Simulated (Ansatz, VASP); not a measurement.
# One calculation of Al, two programs

```xyz
1
Lattice="2.0703 0.0000 0.0000 0.0000 2.0703 0.0000 0.0000 0.0000 2.0703" Properties=species:S:1:pos:R:3 pbc="T T T"
Al    0.0000    0.0000    0.0000
```

Change from the starting cell: volume scaled by 0.45, LAPW.

Alike in both runs: task single point; functional PBEsol; k mesh 16 × 16 × 16; occupations fermi-dirac, width 0.08 eV; no spin polarisation.

```csv
,VASP,Ansatz
version,VASP 6.6.1,Ansatz 0.2.0
potentials or method,"VASP PAW PBE potentials, release 64 (Al), cutoff 520 eV","all-electron LAPW, scalar-relativistic"
```

|  | VASP | Ansatz | Ansatz less VASP |
| --- | --- | --- | --- |
| pressure (GPa) | 231.8 | 228.4 | -3.35 |

Ansatz ran all-electron here, so the differences hold the error of VASP's frozen core and of both bases.

Caveats: the cell as given lies far from equilibrium; so large a pressure means that the cell lies far from this level's equilibrium, or that cutoff or potentials fall short (VASP); the potentials were made for another functional, which shifts forces and pressure (VASP).
